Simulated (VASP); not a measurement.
# KCl (Fm-3m) in VASP: a series of runs

One crystal, KCl, is run at these levels: PBEsol; tasks: relaxation of cell and atoms.

Program: VASP 6.6.1. These are calculated values, not measurements. Logs are shortened: lines on timing, memory, paths and dates and some standing lists are left out, and cuts for length are marked.

### Step 1. The structure

It takes space group Fm-3m (No. 225, cubic). The conventional cell has a = 6.151 Å, b = 6.151 Å, c = 6.151 Å, α = 90.00°, β = 90.00°, γ = 90.00°. Around K (site symmetry m-3m) lie 6 Cl at 3.08 Å. Around Cl (site symmetry m-3m) lie 6 K at 3.08 Å.

### Step 2. Relaxation of cell and atoms, PBEsol, target pressure 0.48 GPa, at which the enthalpy is minimised

File INCAR:

```
SYSTEM = KCl
ALGO = Normal ; EDIFF = 1E-7
EDIFFG = -0.15 ; ENCUT = 520
GGA = PS ; IBRION = 2
ISIF = 3 ; ISMEAR = 0
LASPH = .True. ; LCHARG = .False.
LREAL = .False. ; LWAVE = .False.
NELM = 60 ; NSW = 80
PREC = Accurate ; PSTRESS = 4.8
SIGMA = 0.1
```

File KPOINTS:

```
k-points
0
Gamma
  12 12 12
  0 0 0
```

File POSCAR:

```
KCl                                     
1.0
   -0.0000000000      3.0756298782      3.0756298782
    3.0756298782     -0.0000000000      3.0756298782
    3.0756298782      3.0756298782      0.0000000000
  K               Cl            
     1     1
Direct
     0.0000000000000000    1.0000000000000000    0.0000000000000000
     0.5000000000000000    0.5000000000000000    0.5000000000000000
```

Potentials or basis: VASP PAW PBE potentials, release 64 (K_sv, Cl).

On the command line:

```sh
cat potpaw_PBE.64/K_sv/POTCAR potpaw_PBE.64/Cl/POTCAR > POTCAR
mpirun -np 1 vasp_std > vasp.out
```

OUTCAR:

```text
SYSTEM = KCl
   EDIFF = 1E-7
   EDIFFG = -0.15
   ENCUT = 520
   GGA = PS
   IBRION = 2
   ISIF = 3
   ISMEAR = 0
   LASPH = .True.
   LREAL = .False.
   NELM = 60
   NSW = 80
   PREC = Accurate
   PSTRESS = 4.8

 ion  position               nearest neighbor table
   1  0.000  0.000  0.000-   2 3.08   2 3.08   2 3.08   2 3.08   2 3.08   2 3.08
   2  0.500  0.500  0.500-   1 3.08   1 3.08   1 3.08   1 3.08   1 3.08   1 3.08

  LATTYP: Found a face centered cubic cell.
 ALAT       =     6.1512597564

  Lattice vectors:

 A1 = (   0.0000000000,   3.0756298782,   3.0756298782)
 A2 = (   3.0756298782,   0.0000000000,   3.0756298782)
 A3 = (   3.0756298782,   3.0756298782,   0.0000000000)

Analysis of symmetry for initial positions (statically):
=====================================================================
 Subroutine PRICEL returns:
 Original cell was already a primitive cell.

 Routine SETGRP: Setting up the symmetry group for a
 face centered cubic supercell.

 Subroutine GETGRP returns: Found 48 space group operations
 (whereof 48 operations were pure point group operations)
 out of a pool of 48 trial point group operations.

The static configuration has the point symmetry O_h .

Analysis of symmetry for dynamics (positions and initial velocities):
=====================================================================
 Subroutine PRICEL returns:
 Original cell was already a primitive cell.

 Routine SETGRP: Setting up the symmetry group for a
 face centered cubic supercell.

 Subroutine GETGRP returns: Found 48 space group operations
 (whereof 48 operations were pure point group operations)
 out of a pool of 48 trial point group operations.

The dynamic configuration has the point symmetry O_h .

 Subroutine INISYM returns: Found 48 space group operations
 (whereof 48 operations are pure point group operations),
 and found     1 'primitive' translations

----------------------------------------------------------------------------------------

                                     Primitive cell

  volume of cell :      58.1878

  direct lattice vectors                    reciprocal lattice vectors
     0.000000000  3.075629878  3.075629878    -0.162568326  0.162568326  0.162568326
     3.075629878  0.000000000  3.075629878     0.162568326 -0.162568326  0.162568326
     3.075629878  3.075629878  0.000000000     0.162568326  0.162568326 -0.162568326

  length of vectors
     4.349597487  4.349597487  4.349597487     0.281576600  0.281576600  0.281576600

  position of ions in fractional coordinates (direct lattice)
[... 95 lines left out ...]
   EFERMI_NEDOS =   21; number of points for ismear=-14 and -15
   IALGO  =     38    algorithm
   IMIX   =      4    mixing-type and parameters
     AMIX     =   0.40;   BMIX     =  1.00
     AMIX_MAG =   1.60;   BMIX_MAG =  1.00
  volume/ion in A,a.u.               =      29.09       196.34
  Fermi-wavevector in a.u.,A,eV,Ry     =   1.064561  2.011730 15.419363  1.133291
  Thomas-Fermi vector in A             =   2.200084
   LORBIT       =      0    0 simple, 1 ext, 2 COOP (PROOUT), +10 PAW based schemes
   GGA     = PS    functional components
   LHFCALC =     F    Hartree Fock is set to
   AEXX    =    0.0000 exact exchange contribution
   IVDW    =     0    specifies the selected vdW correction
   LEPSILON=     F    determine dielectric tensor
   LRPA    =     F    only Hartree local field effects (RPA)
 conjugate gradient relaxation of ions
 non-spin polarized calculation
 Gauss-broadening in eV      SIGMA  =   0.10
  energy-cutoff  :      520.00
  volume of cell :       58.19
 maximum number of plane-waves:      1592
   NGX = 17   NGY = 17   NGZ = 17

 number of electron      16.0000001 magnetization

 Free energy of the ion-electron system (eV)
  ---------------------------------------------------
  ext. energy  EPLUGINS =         0.00000000
  ---------------------------------------------------
  free energy    TOTEN  =        -7.01422126 eV

  energy without entropy =       -7.01422126  energy(sigma->0) =       -7.01422126

 E-fermi :  -1.1705     XC(G=0):  -8.0197

 val. band max:       -1.6223364693   @ k =   0.0000   0.0000   0.0000
 cond. band min:       3.6250925848   @ k =   0.0000   0.0000   0.0000
 fundamental gap:      5.2474290541
 Fermi energy:        -1.1704516077

 k-point     1 :       0.0000    0.0000    0.0000
  band No.  band energies     occupation
      1     -28.5076      2.00000
      2     -13.7976      2.00000
      3     -12.0358      2.00000
      4     -12.0358      2.00000
      5     -12.0358      2.00000
      6      -1.6223      2.00000
      7      -1.6223      2.00000
      8      -1.6223      2.00000
      9       3.6251      0.00000
     10       6.6885      0.00000
     11       6.6885      0.00000
     12       6.6885      0.00000
[... 331 lines left out ...]
 k-point    24 :      -0.4167    0.1667    0.0000
  band No.  band energies     occupation
      1     -28.4904      2.00000
      2     -13.9486      2.00000
      3     -12.0948      2.00000
      4     -12.0562      2.00000
      5     -11.8237      2.00000
      6      -2.6803      2.00000
      7      -2.0584      2.00000
      8      -2.0118      2.00000
      9       6.1497      0.00000
     10       6.9326      0.00000
     11       8.6944      0.00000
     12       9.0042      0.00000

 [... further k-points ...]

------------------------ aborting loop because EDIFF is reached ----------------------------------------

  FORCE on cell =-STRESS in cart. coord.  units (eV):
  Direction    XX          YY          ZZ          XY          YZ          ZX
  --------------------------------------------------------------------------------------
  -------------------------------------------------------------------------------------
  Total        0.3594228      0.3594228      0.3594228      0.0000000      0.0000000      0.0000000
  in kB        9.8965546      9.8965546      9.8965546      0.0000000      0.0000000      0.0000000
  external PRESSURE =       5.0965546 kB  Pullay stress =       4.8000000 kB

 VOLUME and BASIS-vectors are now :
 -----------------------------------------------------------------------------
  energy-cutoff  :      520.00
  volume of cell :       58.19
      direct lattice vectors                 reciprocal lattice vectors
     0.000000000  3.075629878  3.075629878    -0.162568326  0.162568326  0.162568326
     3.075629878  0.000000000  3.075629878     0.162568326 -0.162568326  0.162568326
     3.075629878  3.075629878  0.000000000     0.162568326  0.162568326 -0.162568326

 POSITION                                       TOTAL-FORCE (eV/Angst)
 -----------------------------------------------------------------------------------
      0.00000      0.00000      0.00000         0.000000      0.000000     -0.000000
      3.07563      3.07563      3.07563        -0.000000     -0.000000      0.000000
 -----------------------------------------------------------------------------------
    total drift:                                0.000000     -0.000000     -0.000000

  FREE ENERGIE OF THE ION-ELECTRON SYSTEM (eV)
  ---------------------------------------------------
  free  energy   TOTEN  =        -7.0142212620 eV

  energy  without entropy=       -7.0142212620  energy(sigma->0) =       -7.01422126

  enthalpy is  TOTEN    =        -6.8398949814 eV   P V=        0.1743262806

 reached required accuracy - stopping structural energy minimisation
```

OSZICAR:

```text
N       E                     dE             d eps       ncg     rms          rms(c)
DAV:   1     0.105723432988E+03    0.10572E+03   -0.73091E+03  1728   0.120E+03
DAV:   2    -0.872521997647E+00   -0.10660E+03   -0.98688E+02  2108   0.278E+02
DAV:   3    -0.703489878752E+01   -0.61624E+01   -0.61295E+01  2212   0.627E+01
DAV:   4    -0.724888110126E+01   -0.21398E+00   -0.21376E+00  2948   0.108E+01
DAV:   5    -0.725028059982E+01   -0.13995E-02   -0.13994E-02  2240   0.906E-01    0.362E+00
DAV:   6    -0.701681001388E+01    0.23347E+00   -0.44198E-01  2100   0.400E+00    0.296E+00
DAV:   7    -0.700401516190E+01    0.12795E-01   -0.10722E-01  2276   0.213E+00    0.166E+00
DAV:   8    -0.701322959094E+01   -0.92144E-02   -0.16783E-02  2388   0.116E+00    0.189E-01
DAV:   9    -0.701368929613E+01   -0.45971E-03   -0.88482E-04  2328   0.203E-01    0.912E-02
DAV:  10    -0.701420585547E+01   -0.51656E-03   -0.48324E-04  2044   0.176E-01    0.144E-02
DAV:  11    -0.701421826620E+01   -0.12411E-04   -0.15850E-05  2340   0.313E-02    0.975E-03
DAV:  12    -0.701422130218E+01   -0.30360E-05   -0.62211E-06  2144   0.184E-02    0.417E-03
DAV:  13    -0.701422126199E+01    0.40187E-07   -0.71507E-07  2280   0.708E-03
   1 F= -.68398950E+01 E0= -.68398950E+01  d E =-.683989E+01
```

CONTCAR:

```text
KCl
   1.00000000000000
     0.0000000000000000    3.0756298782000000    3.0756298782000000
     3.0756298782000000    0.0000000000000000    3.0756298782000000
     3.0756298782000000    3.0756298782000000    0.0000000000000000
  K               Cl
     1     1
Direct
     0.0000000000000000    0.0000000000000000    0.0000000000000000
     0.5000000000000000    0.5000000000000000    0.5000000000000000

  0.00000000E+00  0.00000000E+00  0.00000000E+00
  0.00000000E+00  0.00000000E+00  0.00000000E+00
```

Run time: 26 s. Hardware: 1 thread of Intel Xeon Platinum 8259CL at 2.50GHz (Skylake/Cascade Lake), shared host; peak memory 0.2 GiB.

What came out:

```
Free energy             : -7.0142 eV
Pressure after relaxing : 1.0 GPa
Band gap on the k mesh  : 5.25 eV, direct
```

Final structure:
```yaml
crystal:
  lattice:
    - [0.00000, 3.07563, 3.07563]
    - [3.07563, 0.00000, 3.07563]
    - [3.07563, 3.07563, 0.00000]
  atoms:
    - { symbol: K, position: [0.00000, 0.00000, 0.00000] }
    - { symbol: Cl, position: [0.50000, 0.50000, 0.50000] }
```

Levels at points of the mesh, in eV from the valence-band top:
```
           k point  band 5  band 6  band 7  band 8  band 9  band 10  band 11  band 12
(0.00, 0.00, 0.00)  -10.41    0.00    0.00    0.00    5.25     8.31     8.31     8.31
(0.50, 0.00, 0.00)  -10.13   -1.22   -0.39   -0.39    7.61     8.74    10.69    10.69
(0.50, 0.50, 0.00)  -10.49   -0.72   -0.24   -0.24    6.32     8.53    10.30    10.31
```

Caveat: the relaxation stopped at its first step, so nothing moved; the cell is relaxed towards a set pressure, so the enthalpy falls and the energy may rise; the PAW data sets were made with another functional, which shifts forces and pressure a little; the relaxation stopped at a loose force limit of 0.15 eV/Å, so its end isn't a converged minimum.

### Step 3. Relaxation of cell and atoms, PBEsol, target pressure 0.0001 GPa, at which the enthalpy is minimised

INCAR: that of step 2 with these lines changed.

```diff
@@ -8,3 +8,3 @@
 NELM = 60 ; NSW = 80
-PREC = Accurate ; PSTRESS = 4.8
+PREC = Accurate ; PSTRESS = 0.001
 SIGMA = 0.1
```

KPOINTS is that of step 2.

File POSCAR:

```
KCl                                     
1.0
    0.0000000000      3.0756298782      3.0756298782
    3.0756298782      0.0000000000      3.0756298782
    3.0756298782      3.0756298782      0.0000000000
  K               Cl            
     1     1
Direct
     0.0000000000000000    0.0000000000000000    0.0000000000000000
     0.5000000000000000    0.5000000000000000    0.5000000000000000
```

Potentials or basis: VASP PAW PBE potentials, release 64 (K_sv, Cl).

On the command line:

```sh
cat potpaw_PBE.64/K_sv/POTCAR potpaw_PBE.64/Cl/POTCAR > POTCAR
mpirun -np 1 vasp_std > vasp.out
```

Run time: 49 s. Hardware: 1 thread of Intel Xeon Platinum 8259CL at 2.50GHz (Skylake/Cascade Lake), shared host; peak memory 0.21 GiB.

It converged, with:

```yaml
Free_energy: -7.0208 eV
Relaxed_volume: 29.86 Å³/atom
Relaxed_cell: a = 4.387 Å, b = 4.387 Å, c = 4.387 Å, α = 60.00°, β = 60.00°, γ = 60.00°
Space_group_after_relaxing_to_0.05_Å: Fm-3m (No. 225)
Energy_change_on_relaxing_the_enthalpy_is_what_falls: -3.3 meV/atom
Ionic_steps: 2
Pressure_after_relaxing: 0.4 GPa
Band_gap_on_the_k_mesh: 5.16 eV, direct
```

The path:
| step | energy change (eV) | largest force (eV/Å) | pressure (GPa) | volume (Å³) |
| --- | --- | --- | --- | --- |
| 1 | 0.0000 | 0.0000 | 0.99 | 58.19 |
| 2 | -0.0066 | 0.0000 | 0.41 | 59.71 |

Final structure:
```cif
data_structure
_symmetry_space_group_name_H-M 'P 1'
_symmetry_Int_Tables_number 1
_cell_length_a 4.3873
_cell_length_b 4.3873
_cell_length_c 4.3873
_cell_angle_alpha 60.000
_cell_angle_beta 60.000
_cell_angle_gamma 60.000
_cell_volume 59.71
loop_
_atom_site_label
_atom_site_type_symbol
_atom_site_fract_x
_atom_site_fract_y
_atom_site_fract_z
_atom_site_occupancy
K1 K 0.00000 0.00000 0.00000 1
Cl1 Cl 0.50000 0.50000 0.50000 1
```

Levels at points of the mesh, in eV from the valence-band top:
```csv
k point,band 5,band 6,band 7,band 8,band 9,band 10,band 11,band 12
"(0.00, 0.00, 0.00)",-10.47,0.00,0.00,0.00,5.16,8.31,8.31,8.31
"(0.50, 0.00, 0.00)",-10.21,-1.16,-0.37,-0.37,7.54,8.65,10.61,10.61
"(0.50, 0.50, 0.00)",-10.54,-0.70,-0.24,-0.24,6.35,8.42,10.15,10.26
```

Caveat: the cell is relaxed towards a set pressure, so the enthalpy falls and the energy may rise; the PAW data sets were made with another functional, which shifts forces and pressure a little; the relaxation stopped at a loose force limit of 0.15 eV/Å, so its end isn't a converged minimum.

### Step 4. Relaxation of cell and atoms, PBEsol, target pressure 0.0001 GPa, at which the enthalpy is minimised

This run uses another cell than the first one, of 29.86 Å³/atom, 1.026 times its volume.

INCAR is that of step 3.

KPOINTS is that of step 3.

File POSCAR:

```
KCl                                     
1.0
    0.0000000000      3.1022921429      3.1022921429
    3.1022921429      0.0000000000      3.1022921429
    3.1022921429      3.1022921429      0.0000000000
  K               Cl            
     1     1
Direct
     1.0000000000000000    1.0000000000000000    0.0000000000000000
     0.5000000000000000    0.5000000000000000    0.5000000000000000
```

Potentials or basis: VASP PAW PBE potentials, release 64 (K_sv, Cl).

On the command line:

```sh
cat potpaw_PBE.64/K_sv/POTCAR potpaw_PBE.64/Cl/POTCAR > POTCAR
mpirun -np 1 vasp_std > vasp.out
```

OUTCAR:

```text
SYSTEM = KCl
   EDIFF = 1E-7
   EDIFFG = -0.15
   ENCUT = 520
   GGA = PS
   IBRION = 2
   ISIF = 3
   ISMEAR = 0
   LASPH = .True.
   LREAL = .False.
   NELM = 60
   NSW = 80
   PREC = Accurate
   PSTRESS = 0.001

 ion  position               nearest neighbor table
   1  0.000  0.000  0.000-   2 3.10   2 3.10   2 3.10   2 3.10   2 3.10   2 3.10
   2  0.500  0.500  0.500-   1 3.10   1 3.10   1 3.10   1 3.10   1 3.10   1 3.10

  LATTYP: Found a face centered cubic cell.
 ALAT       =     6.2045842858

  Lattice vectors:

 A1 = (   0.0000000000,   3.1022921429,   3.1022921429)
 A2 = (   3.1022921429,   0.0000000000,   3.1022921429)
 A3 = (   3.1022921429,   3.1022921429,   0.0000000000)

Analysis of symmetry for initial positions (statically):
=====================================================================
 Subroutine PRICEL returns:
 Original cell was already a primitive cell.

 Routine SETGRP: Setting up the symmetry group for a
 face centered cubic supercell.

 Subroutine GETGRP returns: Found 48 space group operations
 (whereof 48 operations were pure point group operations)
 out of a pool of 48 trial point group operations.

The static configuration has the point symmetry O_h .
[... 182 lines left out ...]
     10       6.5736      0.00000
     11       6.5736      0.00000
     12       6.5736      0.00000
[... 331 lines left out ...]
 k-point    24 :      -0.4167    0.1667    0.0000
  band No.  band energies     occupation
      1     -28.6622      2.00000
      2     -14.0169      2.00000
      3     -12.2584      2.00000
      4     -12.2238      2.00000
      5     -12.0061      2.00000
      6      -2.7486      2.00000
      7      -2.1497      2.00000
      8      -2.1005      2.00000
      9       5.9750      0.00000
     10       6.7484      0.00000
     11       8.4906      0.00000
     12       8.7731      0.00000

 [... further k-points ...]

------------------------ aborting loop because EDIFF is reached ----------------------------------------

  FORCE on cell =-STRESS in cart. coord.  units (eV):
  Direction    XX          YY          ZZ          XY          YZ          ZX
  --------------------------------------------------------------------------------------
  -------------------------------------------------------------------------------------
  Total        0.1572843      0.1572843      0.1572843      0.0000000     -0.0000000      0.0000000
  in kB        4.2200522      4.2200522      4.2200522      0.0000000     -0.0000000      0.0000000
  external PRESSURE =       4.2190522 kB  Pullay stress =       0.0010000 kB

 VOLUME and BASIS-vectors are now :
 -----------------------------------------------------------------------------
  energy-cutoff  :      520.00
  volume of cell :       59.71
      direct lattice vectors                 reciprocal lattice vectors
     0.000000000  3.102292143  3.102292143    -0.161171152  0.161171152  0.161171152
     3.102292143  0.000000000  3.102292143     0.161171152 -0.161171152  0.161171152
     3.102292143  3.102292143  0.000000000     0.161171152  0.161171152 -0.161171152

 POSITION                                       TOTAL-FORCE (eV/Angst)
 -----------------------------------------------------------------------------------
      0.00000      0.00000      0.00000         0.000000     -0.000000      0.000000
      3.10229      3.10229      3.10229        -0.000000      0.000000     -0.000000
 -----------------------------------------------------------------------------------
    total drift:                                0.000000      0.000000      0.000000

  FREE ENERGIE OF THE ION-ELECTRON SYSTEM (eV)
  ---------------------------------------------------
  free  energy   TOTEN  =        -7.0212631823 eV

  energy  without entropy=       -7.0212631823  energy(sigma->0) =       -7.02126318

  enthalpy is  TOTEN    =        -7.0212259116 eV   P V=        0.0000372707

 reached required accuracy - stopping structural energy minimisation
```

OSZICAR:

```text
N       E                     dE             d eps       ncg     rms          rms(c)
DAV:   1     0.105688813219E+03    0.10569E+03   -0.73386E+03  1728   0.120E+03
DAV:   2    -0.791785883259E+00   -0.10648E+03   -0.99000E+02  2220   0.276E+02
DAV:   3    -0.703609700259E+01   -0.62443E+01   -0.62142E+01  2248   0.626E+01
DAV:   4    -0.726055491277E+01   -0.22446E+00   -0.22424E+00  2984   0.107E+01
DAV:   5    -0.726183391510E+01   -0.12790E-02   -0.12790E-02  2244   0.874E-01    0.345E+00
DAV:   6    -0.702369287752E+01    0.23814E+00   -0.45104E-01  2104   0.397E+00    0.283E+00
DAV:   7    -0.701056695765E+01    0.13126E-01   -0.10778E-01  2248   0.211E+00    0.161E+00
DAV:   8    -0.702018317100E+01   -0.96162E-02   -0.17189E-02  2388   0.116E+00    0.187E-01
DAV:   9    -0.702070251592E+01   -0.51934E-03   -0.95672E-04  2328   0.211E-01    0.925E-02
DAV:  10    -0.702124572261E+01   -0.54321E-03   -0.49965E-04  2008   0.179E-01    0.145E-02
DAV:  11    -0.702125995278E+01   -0.14230E-04   -0.17584E-05  2316   0.335E-02    0.985E-03
DAV:  12    -0.702126322840E+01   -0.32756E-05   -0.70173E-06  2136   0.192E-02    0.442E-03
DAV:  13    -0.702126318230E+01    0.46108E-07   -0.88202E-07  2288   0.774E-03
   1 F= -.70212259E+01 E0= -.70212259E+01  d E =-.702123E+01
```

It took 41 s on 1 thread of Intel Xeon Platinum 8259CL at 2.50GHz (Skylake/Cascade Lake), shared host; peak memory 0.22 GiB.

What came out:

```
Free energy             : -7.0213 eV
Pressure after relaxing : 0.4 GPa
Band gap on the k mesh  : 5.16 eV, direct
```

Final structure:
```xyz
2
Lattice="0.0000 3.1023 3.1023 3.1023 0.0000 3.1023 3.1023 3.1023 0.0000" Properties=species:S:1:pos:R:3 pbc="T T T"
K     0.0000    0.0000    0.0000
Cl    3.1023    3.1023    3.1023
```

Caveat: the relaxation stopped at its first step, so nothing moved; the cell is relaxed towards a set pressure, so the enthalpy falls and the energy may rise; the PAW data sets were made with another functional, which shifts forces and pressure a little; the relaxation stopped at a loose force limit of 0.15 eV/Å, so its end isn't a converged minimum. Expect the measured gap to be larger: semilocal functionals such as PBEsol lack the derivative discontinuity.
